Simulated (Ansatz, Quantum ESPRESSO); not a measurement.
# Screening and band shifts of honeycomb BAs, 2 layers, AB stacking, part 3 of 6

How does honeycomb BAs, 2 layers, AB stacking respond to a gate-like field without added charge?

Quantum ESPRESSO 7.5; plane-wave DFT, PBEsol, GBRV ultrasoft pseudopotentials; geometry and cross-check by Ansatz 0.2.0 with PAW datasets.

So far. Step 3 (SCF with pw.x: no field): The run needed 12 iterations to bring the estimated error under 1e-09 Ry; the largest force on any atom, held or free, is 0.03 eV/Å. Step 4 (Electrostatic potential): The vacuum is flat to 0.1 meV/Å, so its level is well defined. Inside the slab the curve depends on the local part of the pseudopotentials; only the vacuum level has a meaning of its own.

### 5. Bands along a path: no field

A bands run reads the converged density and follows the path given under K_POINTS.

Input file f0.bands.in:

```
&control
  prefix = 'f0.bands'
  outdir = './out'
  pseudo_dir = './pseudo'
  calculation = 'bands'
  tefield = .true.
  dipfield = .true.
/
&system
  ibrav = 0
  nat = 4
  ntyp = 2
  ecutwfc = 40
  ecutrho = 200
  occupations = 'smearing'
  smearing = 'fd'
  degauss = 0.004
  edir = 3
  emaxpos = 0.97
  eopreg = 0.04
  eamp = 0.0
  nbnd = 14
/
&electrons
  conv_thr = 1e-07
  mixing_beta = 0.4
  electron_maxstep = 120
  mixing_mode = 'local-TF'
/
ATOMIC_SPECIES
  As  74.9216  as_pbesol_v1.uspp.F.UPF
  B   10.8100  b_pbesol_v1.4.uspp.F.UPF
CELL_PARAMETERS angstrom
  3.37058436922509 -0.00000000000000 0.00000000000000
  -1.68529218461255 2.91901168934768 0.00000000000000
  0.00000000000000 0.00000000000000 20.30000000000000
ATOMIC_POSITIONS crystal
  As  0.666666666667 0.333333333333 0.411854300356
  B   0.333333333333 0.666666666667 0.409337096302
  As  0.000000000000 -0.000000000000 0.590598104831
  B   0.666666666667 0.333333333333 0.588210498510
K_POINTS crystal_b
4
  0.0000000000 0.0000000000 0.0000000000 14
  0.5000000000 0.0000000000 0.0000000000 14
  0.3333333333 0.3333333333 0.0000000000 14
  0.0000000000 0.0000000000 0.0000000000 1
```

The run is started by

```bash
$ cp -r out/f0.save out/f0.bands.save
$ cp out/f0.xml out/f0.bands.xml
$ OMP_NUM_THREADS=1 mpirun -n 4 pw.x -nk 4 -in f0.bands.in > f0.bands.out
```

Log:

```text
[banner, memory and clock lines left out]
Program PWSCF v.7.5 starts

          URL

     Presently no symmetry can be used with electric field

     Atomic positions and unit cell read from directory:
     ./out/f0.bands.save/

     G-vector sticks info

     bravais-lattice index     =            0
     lattice parameter (alat)  =       6.3695  a.u.
     unit-cell volume          =    1347.8255 (a.u.)^3
     number of atoms/cell      =            4
     number of atomic types    =            2
     number of electrons       =        16.00
     number of Kohn-Sham states=           14
     kinetic-energy cutoff     =      40.0000  Ry
     charge density cutoff     =     200.0000  Ry
     Exchange-correlation= SLA  PW   PSX  PSC
                           (   1   4  10   8   0   0   0)

     celldm(1)=   6.369481  celldm(2)=   0.000000  celldm(3)=   0.000000
     celldm(4)=   0.000000  celldm(5)=   0.000000  celldm(6)=   0.000000

     crystal axes: (cart. coord. in units of alat)
               a(1) = (   1.000000  -0.000000   0.000000 )
               a(2) = (  -0.500000   0.866025   0.000000 )
               a(3) = (   0.000000   0.000000   6.022695 )

     reciprocal axes: (cart. coord. in units 2 pi/alat)
               b(1) = (  1.000000  0.577350 -0.000000 )
               b(2) = (  0.000000  1.154701 -0.000000 )
               b(3) = ( -0.000000 -0.000000  0.166039 )

     PseudoPot. # 1 for As read from file:
     ./pseudo/as_pbesol_v1.uspp.F.UPF
     Pseudo is Ultrasoft + core correction, Zval =  5.0
     Generated by new atomic code, or converted to UPF format
     Using radial grid of  875 points,  6 beta functions with:
                l(1) =   0
                l(2) =   0
                l(3) =   1
                l(4) =   1
                l(5) =   2
                l(6) =   2
     Q(r) pseudized with  8 coefficients,  rinner =    1.300   1.300   1.300
                                                       1.300   1.300

     PseudoPot. # 2 for B  read from file:
     ./pseudo/b_pbesol_v1.4.uspp.F.UPF
     Pseudo is Ultrasoft + core correction, Zval =  3.0
     Generated by new atomic code, or converted to UPF format
     Using radial grid of  781 points,  4 beta functions with:
                l(1) =   0
                l(2) =   0
                l(3) =   1
                l(4) =   1
     Q(r) pseudized with  8 coefficients,  rinner =    1.100   1.100   1.100

     atomic species   valence    mass     pseudopotential
     As                5.00    74.92160     As( 1.00)
     B                 3.00    10.81000     B ( 1.00)

     No symmetry found

   Cartesian axes

     site n.     atom                  positions (alat units)
         1        As     tau(   1) = (   0.5000000   0.2886751   2.4804726  )
         2        B      tau(   2) = (  -0.0000000   0.5773503   2.4653123  )
         3        As     tau(   3) = (   0.0000000   0.0000000   3.5569920  )
         4        B      tau(   4) = (   0.5000000   0.2886751   3.5426121  )

     number of k points=    43  Fermi-Dirac smearing, width (Ry)=  0.0040
                       cart. coord. in units 2pi/alat
        k(    1) = (   0.0000000   0.0000000   0.0000000), wk =   0.0465116
        k(    2) = (   0.0357143   0.0206197   0.0000000), wk =   0.0465116
        k(    3) = (   0.0714286   0.0412393   0.0000000), wk =   0.0465116
        k(    4) = (   0.1071429   0.0618590   0.0000000), wk =   0.0465116
        k(    5) = (   0.1428571   0.0824786   0.0000000), wk =   0.0465116
        k(    6) = (   0.1785714   0.1030983   0.0000000), wk =   0.0465116
        k(    7) = (   0.2142857   0.1237179   0.0000000), wk =   0.0465116
        k(    8) = (   0.2500000   0.1443376   0.0000000), wk =   0.0465116
        k(    9) = (   0.2857143   0.1649572   0.0000000), wk =   0.0465116
        k(   10) = (   0.3214286   0.1855769   0.0000000), wk =   0.0465116
        k(   11) = (   0.3571429   0.2061965   0.0000000), wk =   0.0465116
        k(   12) = (   0.3928571   0.2268162   0.0000000), wk =   0.0465116
        k(   13) = (   0.4285714   0.2474358   0.0000000), wk =   0.0465116
        k(   14) = (   0.4642857   0.2680555   0.0000000), wk =   0.0465116
        k(   15) = (   0.5000000   0.2886751   0.0000000), wk =   0.0465116
        k(   16) = (   0.4880952   0.3092948   0.0000000), wk =   0.0465116
        k(   17) = (   0.4761905   0.3299144   0.0000000), wk =   0.0465116
        k(   18) = (   0.4642857   0.3505341   0.0000000), wk =   0.0465116
        k(   19) = (   0.4523810   0.3711537   0.0000000), wk =   0.0465116
        k(   20) = (   0.4404762   0.3917734   0.0000000), wk =   0.0465116
        k(   21) = (   0.4285714   0.4123930   0.0000000), wk =   0.0465116
        k(   22) = (   0.4166667   0.4330127   0.0000000), wk =   0.0465116
        k(   23) = (   0.4047619   0.4536324   0.0000000), wk =   0.0465116
        k(   24) = (   0.3928571   0.4742520   0.0000000), wk =   0.0465116
        k(   25) = (   0.3809524   0.4948717   0.0000000), wk =   0.0465116
        k(   26) = (   0.3690476   0.5154913   0.0000000), wk =   0.0465116
        k(   27) = (   0.3571429   0.5361110   0.0000000), wk =   0.0465116
        k(   28) = (   0.3452381   0.5567306   0.0000000), wk =   0.0465116
        k(   29) = (   0.3333333   0.5773503   0.0000000), wk =   0.0465116
        k(   30) = (   0.3095238   0.5361110   0.0000000), wk =   0.0465116
        k(   31) = (   0.2857143   0.4948717   0.0000000), wk =   0.0465116
        k(   32) = (   0.2619048   0.4536324   0.0000000), wk =   0.0465116
        k(   33) = (   0.2380952   0.4123930   0.0000000), wk =   0.0465116
        k(   34) = (   0.2142857   0.3711537   0.0000000), wk =   0.0465116
        k(   35) = (   0.1904762   0.3299144   0.0000000), wk =   0.0465116
        k(   36) = (   0.1666667   0.2886751   0.0000000), wk =   0.0465116
        k(   37) = (   0.1428571   0.2474358   0.0000000), wk =   0.0465116
        k(   38) = (   0.1190476   0.2061965   0.0000000), wk =   0.0465116
        k(   39) = (   0.0952381   0.1649572   0.0000000), wk =   0.0465116
        k(   40) = (   0.0714286   0.1237179   0.0000000), wk =   0.0465116
        k(   41) = (   0.0476190   0.0824786   0.0000000), wk =   0.0465116
        k(   42) = (   0.0238095   0.0412393   0.0000000), wk =   0.0465116
        k(   43) = (   0.0000000   0.0000000   0.0000000), wk =   0.0465116

     Dense  grid:    64499 G-vectors     FFT dimensions: (  30,  30, 180)

     Smooth grid:    45989 G-vectors     FFT dimensions: (  25,  25, 160)

     The potential is recalculated from file :
     ./out/f0.bands.save/charge-density

     negative rho (up, down):  2.177E-04 0.000E+00

[...]
k = 0.0714 0.0412 0.0000 (  5785 PWs)   bands (ev):

   -15.3666 -15.0957  -6.0124  -4.5682  -3.4708  -3.3258  -3.1503  -3.0090
     2.4516   2.5477   2.7546   3.2034   3.5472   3.6586

          k = 0.1071 0.0619 0.0000 (  5797 PWs)   bands (ev):

   -15.2771 -15.0073  -5.9103  -4.4721  -3.9829  -3.8285  -3.3308  -3.1839
     2.4478   2.5766   2.7011   3.3056   3.8472   3.9443

          k = 0.1429 0.0825 0.0000 (  5807 PWs)   bands (ev):

   -15.1526 -14.8844  -5.7684  -4.5953  -4.4326  -4.3228  -3.5492  -3.3966
     2.2877   2.5237   2.7431   3.4502   4.0146   4.4156

          k = 0.1786 0.1031 0.0000 (  5817 PWs)   bands (ev):

   -14.9939 -14.7280  -5.5915  -5.2481  -5.0669  -4.1587  -3.7852  -3.6280
     2.0803   2.3400   2.9179   3.6260   4.1704   4.3267

          k = 0.2143 0.1237 0.0000 (  5817 PWs)   bands (ev):

   -14.8025 -14.5395  -5.9223  -5.7543  -5.3468  -4.0232  -3.9511  -3.8621
     1.8617   2.1385   3.1081   3.6266   3.9415   4.2732

          k = 0.2500 0.1443 0.0000 (  5801 PWs)   bands (ev):

   -14.5805 -14.3213  -6.5935  -6.4102  -5.0961  -4.2513  -4.0872  -3.7100
     1.6488   1.9374   2.9242   3.4813   3.7133   4.2055

          k = 0.2857 0.1650 0.0000 (  5775 PWs)   bands (ev):

   -14.3310 -14.0769  -7.2467  -7.0570  -4.8025  -4.4608  -4.2944  -3.4400
     1.4495   1.7396   2.3447   3.1047   3.8019   4.5062

          k = 0.3214 0.1856 0.0000 (  5765 PWs)   bands (ev):

   -14.0593 -13.8118  -7.8680  -7.6751  -4.6458  -4.4776  -4.4756  -3.1480
     1.2586   1.5044   1.8176   2.5356   4.1426   4.8570

          k = 0.3571 0.2062 0.0000 (  5757 PWs)   bands (ev):

   -13.7737 -13.5355  -8.4424  -8.2498  -4.8018  -4.6324  -4.1211  -2.8466
     0.9640   1.1964   1.5471   1.9761   4.5301   5.2453

          k = 0.3929 0.2268 0.0000 (  5749 PWs)   bands (ev):

   -13.4889 -13.2635  -8.9501  -8.7627  -4.9259  -4.7555  -3.7488  -2.5606
     0.5055   1.0271   1.4007   1.4693   4.9546   5.6634

          k = 0.4286 0.2474 0.0000 (  5767 PWs)   bands (ev):

   -13.2296 -13.0219  -9.3623  -9.1862  -5.0159  -4.8449  -3.3780  -2.3380
     0.1316   0.8049   1.0852   1.3338   5.4073   6.0961

          k = 0.4643 0.2681 0.0000 (  5768 PWs)   bands (ev):

   -13.0369 -12.8491  -9.6383  -9.4778  -5.0704  -4.8990  -3.0561  -2.2415
    -0.0431   0.4472   0.9746   1.2827   5.8679   6.4844

          k = 0.5000 0.2887 0.0000 (  5762 PWs)   bands (ev):

   -12.9632 -12.7856  -9.7364  -9.5845  -5.0887  -4.9171  -2.9072  -2.2430
    -0.0365   0.2429   0.9491   1.2660   6.1851   6.5295

          k = 0.4881 0.3093 0.0000 (  5756 PWs)   bands (ev):

   -12.9587 -12.7812  -9.7322  -9.5805  -5.1274  -4.9553  -2.9004  -2.2362
    -0.0354   0.2418   0.9987   1.3170   6.1874   6.5292

          k = 0.4762 0.3299 0.0000 (  5750 PWs)   bands (ev):

   -12.9452 -12.7679  -9.7196  -9.5684  -5.2394  -5.0654  -2.8798  -2.2159
    -0.0328   0.2360   1.1452   1.4662   6.1928   6.5243

          k = 0.4643 0.3505 0.0000 (  5754 PWs)   bands (ev):

   -12.9230 -12.7462  -9.6990  -9.5487  -5.4127  -5.2364  -2.8457  -2.1824
    -0.0299   0.2210   1.3806   1.7031   6.1939   6.4970

          k = 0.4524 0.3712 0.0000 (  5738 PWs)   bands (ev):

   -12.8924 -12.7163  -9.6709  -9.5219  -5.6323  -5.4538  -2.7980  -2.1361
    -0.0286   0.1943   1.6913   2.0137   6.1596   6.4211

          k = 0.4405 0.3918 0.0000 (  5732 PWs)   bands (ev):

   -12.8541 -12.6789  -9.6359  -9.4888  -5.8824  -5.7024  -2.7371  -2.0773
    -0.0316   0.1551   2.0613   2.3829   6.0188   6.3675

          k = 0.4286 0.4124 0.0000 (  5722 PWs)   bands (ev):

   -12.8088 -12.6348  -9.5954  -9.4506  -6.1488  -5.9686  -2.6632  -2.0066
    -0.0438   0.1051   2.4756   2.7963   5.8023   6.3376

          k = 0.4167 0.4330 0.0000 (  5716 PWs)   bands (ev):

   -12.7577 -12.5852  -9.5507  -9.4090  -6.4190  -6.2402  -2.5767  -1.9247
    -0.0767   0.0522   2.9201   3.2398   5.5808   6.1667

          k = 0.4048 0.4536 0.0000 (  5706 PWs)   bands (ev):

   -12.7023 -12.5318  -9.5042  -9.3664  -6.6816  -6.5063  -2.4782  -1.8330
    -0.1456   0.0089   3.3802   3.6980   5.3849   5.9414

          k = 0.3929 0.4743 0.0000 (  5704 PWs)   bands (ev):

   -12.6447 -12.4765  -9.4589  -9.3257  -6.9260  -6.7564  -2.3687  -1.7335
    -0.2494  -0.0273   3.8378   4.1490   5.2331   5.7260

          k = 0.3810 0.4949 0.0000 (  5716 PWs)   bands (ev):

   -12.5875 -12.4221  -9.4185  -9.2905  -7.1416  -6.9800  -2.2499  -1.6301
    -0.3762  -0.0662   4.2606   4.5532   5.1485   5.5528

          k = 0.3690 0.5155 0.0000 (  5736 PWs)   bands (ev):

   -12.5342 -12.3718  -9.3873  -9.2644  -7.3185  -7.1664  -2.1249  -1.5302
    -0.5135  -0.1119   4.5628   4.8660   5.1387   5.4937

          k = 0.3571 0.5361 0.0000 (  5744 PWs)   bands (ev):

   -12.4892 -12.3300  -9.3686  -9.2496  -7.4483  -7.3053  -2.0002  -1.4483
    -0.6423  -0.1625   4.6625   5.0914   5.1377   5.6087

          k = 0.3452 0.5567 0.0000 (  5746 PWs)   bands (ev):

   -12.4578 -12.3012  -9.3622  -9.2451  -7.5260  -7.3893  -1.8920  -1.4065
    -0.7323  -0.2087   4.6755   5.0416   5.3131   5.7272

          k = 0.3333 0.5774 0.0000 (  5736 PWs)   bands (ev):

   -12.4460 -12.2906  -9.3623  -9.2455  -7.5513  -7.4165  -1.8413  -1.4038
    -0.7603  -0.2305   4.6751   5.0208   5.3692   5.7662

          k = 0.3095 0.5361 0.0000 (  5738 PWs)   bands (ev):

   -12.5028 -12.3408  -9.3377  -9.2209  -7.4620  -7.3229  -2.0674  -1.3872
    -0.6849  -0.1006   4.6842   5.0911   5.2260   5.6686

          k = 0.2857 0.4949 0.0000 (  5728 PWs)   bands (ev):

   -12.6805 -12.4996  -9.2142  -9.0947  -7.2317  -7.0871  -2.5140  -1.5560
    -0.4001   0.2479   4.6594   4.9276   5.2309   5.5992

          k = 0.2619 0.4536 0.0000 (  5748 PWs)   bands (ev):

   -12.9570 -12.7535  -8.9606  -8.8342  -6.9082  -6.7607  -3.0044  -1.8895
     0.0459   0.7082   4.4467   4.6126   5.3331   5.7176

          k = 0.2381 0.4124 0.0000 (  5738 PWs)   bands (ev):

   -13.2893 -13.0669  -8.5870  -8.4529  -6.5219  -6.3735  -3.4913  -2.2774
     0.5733   1.2349   4.1142   4.2814   5.1579   5.4114

          k = 0.2143 0.3712 0.0000 (  5744 PWs)   bands (ev):

   -13.6401 -13.4037  -8.1153  -7.9757  -6.0922  -5.9443  -3.9548  -2.6734
     1.1528   1.8095   3.7758   3.9504   4.6619   5.1810

          k = 0.1905 0.3299 0.0000 (  5757 PWs)   bands (ev):

   -13.9844 -13.7378  -7.5657  -7.4229  -5.6340  -5.4873  -4.3837  -3.0548
     1.7657   2.4174   3.4691   3.6484   4.2052   4.8202

          k = 0.1667 0.2887 0.0000 (  5767 PWs)   bands (ev):

   -14.3064 -14.0523  -6.9543  -6.8105  -5.1624  -5.0177  -4.7689  -3.4081
     2.3777   3.0108   3.2397   3.4123   3.8017   4.4650

          k = 0.1429 0.2474 0.0000 (  5783 PWs)   bands (ev):

   -14.5964 -14.3368  -6.2952  -6.1535  -5.1154  -4.6878  -4.5450  -3.7247
     2.7920   3.0256   3.3036   3.4847   3.7226   4.1444

          k = 0.1190 0.2062 0.0000 (  5799 PWs)   bands (ev):

   -14.8484 -14.5846  -5.6039  -5.5097  -5.3608  -4.2377  -4.0952  -3.9978
     2.7468   2.9166   3.1156   3.7333   3.8996   3.9831

          k = 0.0952 0.1650 0.0000 (  5805 PWs)   bands (ev):

   -15.0583 -14.7914  -5.6616  -4.8999  -4.7513  -4.2281  -3.8227  -3.6851
     2.6580   2.7958   2.9093   3.5575   3.7761   3.9214

          k = 0.0714 0.1237 0.0000 (  5781 PWs)   bands (ev):

   -15.2236 -14.9545  -5.8492  -4.4170  -4.2109  -4.0680  -3.4736  -3.3372
     2.5886   2.6580   2.8260   3.3683   3.6037   3.7682

          k = 0.0476 0.0825 0.0000 (  5775 PWs)   bands (ev):

   -15.3427 -15.0721  -5.9851  -4.5423  -3.6030  -3.4642  -3.2073  -3.0726
     2.4832   2.5876   2.7895   3.2314   3.4685   3.6342

          k = 0.0238 0.0412 0.0000 (  5767 PWs)   bands (ev):

   -15.4145 -15.1430  -6.0671  -4.6202  -3.1562  -3.0483  -3.0142  -2.9075
     2.3961   2.5072   2.7255   3.1502   3.3754   3.4617

          k = 0.0000 0.0000 0.0000 (  5705 PWs)   bands (ev):

   -15.4385 -15.1667  -6.0945  -4.6463  -2.9867  -2.9867  -2.8519  -2.8519
     2.3578   2.4527   2.6719   3.1226   3.3401   3.3401

     XML data file, pseudopotentials, collected wavefunctions

                                        0.00s GPU  (     696 calls)
[key lines of the parts left out:]
Dipole field         -0.0001 Ry au,
```

It took 18 s on 4 MPI ranks of Arm Neoverse V1, shared host; peak memory 0.28 GiB; 71 s of CPU time.

This step gave:

```
valence top, on the run's zero       : -1.387 eV
conduction bottom, on the run's zero : -0.7603 eV
gap by band count                    : 0.6269 eV
```

Band numbers count within the set of bands kept for display. The electronic bands at the labelled points (eV, zero at the highest filled level of the SCF mesh; v1 is the highest filled band, c1 the lowest empty one):

```csv
point,v4,v3,v2,v1,c1,c2,c3,c4
Γ,-1.58,-1.58,-1.45,-1.45,3.76,3.86,4.08,4.53
halfway,-3.69,-2.85,-2.68,-2.31,3.05,3.34,4.33,4.89
M,-3.68,-3.51,-1.50,-0.84,1.37,1.65,2.35,2.67
halfway,-5.01,-4.84,-1.17,-0.52,1.33,1.46,4.32,4.64
K,-6.15,-6.01,-0.44,0.00,0.64,1.17,6.08,6.42
halfway,-3.76,-3.61,-3.36,-2.00,3.78,4.41,4.64,4.82
Γ,-1.58,-1.58,-1.45,-1.45,3.76,3.86,4.08,4.53
```

Along this path the valence top lies near K and the conduction bottom at K.

### 6. Self-consistent run: field 0.1 V/Å

eamp is the field in Hartree atomic units (1 a.u. = 51.42 V/Å). With dipfield on, it is the field in the vacuum beside an isolated sheet. The run starts from the density of the one before.

Input file f1.in:

```
&control
  prefix = 'f1'
  outdir = './out'
  pseudo_dir = './pseudo'
  calculation = 'scf'
  tprnfor = .true.
  tefield = .true.
  dipfield = .true.
/
&system
  ibrav = 0
  nat = 4
  ntyp = 2
  ecutwfc = 40
  ecutrho = 200
  occupations = 'smearing'
  smearing = 'fd'
  degauss = 0.004
  edir = 3
  emaxpos = 0.97
  eopreg = 0.04
  eamp = 0.00194469
/
&electrons
  conv_thr = 1e-09
  mixing_beta = 0.4
  electron_maxstep = 120
  mixing_mode = 'plain'
  startingpot = 'file'
/
ATOMIC_SPECIES
  As  74.9216  as_pbesol_v1.uspp.F.UPF
  B   10.8100  b_pbesol_v1.4.uspp.F.UPF
CELL_PARAMETERS angstrom
  3.37058436922509 -0.00000000000000 0.00000000000000
  -1.68529218461255 2.91901168934768 0.00000000000000
  0.00000000000000 0.00000000000000 20.30000000000000
ATOMIC_POSITIONS crystal
  As  0.666666666667 0.333333333333 0.411854300356
  B   0.333333333333 0.666666666667 0.409337096302
  As  0.000000000000 -0.000000000000 0.590598104831
  B   0.666666666667 0.333333333333 0.588210498510
K_POINTS automatic
  12 12 1 0 0 0
```

The run is started by

```bash
$ cp -r out/f0.save out/f1.save
$ OMP_NUM_THREADS=1 mpirun -n 4 pw.x -nk 4 -in f1.in > f1.out
```

Log:

```text
[banner, memory and clock lines left out]
Program PWSCF v.7.5 starts
[...]
number of electrons       =        16.00
     number of Kohn-Sham states=           12
     kinetic-energy cutoff     =      40.0000  Ry
     charge density cutoff     =     200.0000  Ry
[...]
number of k points=    74  Fermi-Dirac smearing, width (Ry)=  0.0040
[...]
Dense  grid:    64499 G-vectors     FFT dimensions: (  30,  30, 180)
[...]
The initial density is read from file :
[...]
negative rho (up, down):  2.177E-04 0.000E+00
[...]
Starting wfcs are   16 randomized atomic wfcs
[...]
negative rho (up, down):  2.175E-04 0.000E+00
[...]
estimated scf accuracy    <       0.00325473 Ry
[...]
negative rho (up, down):  2.176E-04 0.000E+00
[...]
estimated scf accuracy    <       0.00577817 Ry
[...]
negative rho (up, down):  2.176E-04 0.000E+00
[...]
estimated scf accuracy    <       0.00000826 Ry
[...]
negative rho (up, down):  2.176E-04 0.000E+00
[...]
estimated scf accuracy    <       0.00000259 Ry
[...]
negative rho (up, down):  2.176E-04 0.000E+00
[...]
estimated scf accuracy    <       0.00000043 Ry
[...]
negative rho (up, down):  2.176E-04 0.000E+00
[...]
estimated scf accuracy    <       0.00000001 Ry
[...]
negative rho (up, down):  2.176E-04 0.000E+00
[...]
estimated scf accuracy    <          3.8E-09 Ry
[...]
negative rho (up, down):  2.176E-04 0.000E+00
[...]
estimated scf accuracy    <          1.9E-09 Ry
[...]
negative rho (up, down):  2.176E-04 0.000E+00
[...]
Computed dipole along edir(3) :
        Dipole                0.0501 Ry au,          0.1273 Debye
        Dipole field          0.0005 Ry au,
        E field amplitude [Ha a.u.]:  1.9447E-03
        Potential amp.        0.1089 Ry
        Total length         36.8270 bohr
[...]
the Fermi energy is    -1.0630 ev
!    total energy              =     -92.54756409 Ry
     estimated scf accuracy    <          2.2E-10 Ry
     smearing contrib. (-TS)   =      -0.00000739 Ry
     internal energy E=F+TS    =     -92.54755669 Ry
[...]
one-electron contribution =    -263.64722903 Ry
     hartree contribution      =     135.19332708 Ry
     xc contribution           =     -68.33277639 Ry
     ewald contribution        =     104.23929300 Ry
     electric field correction =      -0.00017135 Ry
     convergence has been achieved in   9 iterations
     negative rho (up, down):  2.176E-04 0.000E+00
[...]
Total force =     0.001435     Total SCF correction =     0.000041
[...]
```

The job ended after 28 s (4 MPI ranks; peak memory 0.42 GiB).

This step gave:

```
free energy                          : -1259.1738 eV
energy at zero smearing              : -1259.1737 eV
Fermi energy                         : -1.063 eV
dipole along the normal              : 0.02650 e·Å
valence top, on the run's zero       : -1.361 eV
conduction bottom, on the run's zero : -0.7742 eV
gap by band count                    : 0.5863 eV
```

The dipole goes from -0.0058 to 0.0265 e Å, 0.3229 e Å per V/Å.

### 7. Potential by pp.x

Input file f1.pot.in:

```
&inputpp
  prefix = 'f1'
  outdir = './out'
  filplot = 'f1.pot.dat'
  plot_num = 11
/
```

The run is started by

```bash
$ OMP_NUM_THREADS=1 mpirun -n 4 pp.x -in f1.pot.in > f1.pot.out
```

Run time: 0.92 s. Hardware: 4 MPI ranks; peak memory 0.1 GiB.

This step gave:

* slope of the potential above: 0.09999 eV/Å
* upper vacuum line continued to the top atoms, over the valence top: 4.920 eV
* slope of the potential below: 0.09999 eV/Å
* lower vacuum line continued to the bottom atoms, over the valence top: 5.039 eV

The slope in the vacuum is 0.100 eV/Å for an applied 0.10 V/Å, as it should be.

(Continued in part 4 of 6.)

[Logs are printed without paths, hosts, clocks, repeated set-up lines and the standing remarks that a program may print on its own settings, such as how far it seeks lower states.]

[Hosts, paths, dates, database ids (printed as entryN), source tags and the programs' standing remarks are cut or masked in the printed files.]

[Maps of the electrostatic potential energy from Ansatz leave out the sawtooth potential of an applied field or a dipole correction, so their vacuum need not be flat; planar profiles and work functions include it.]
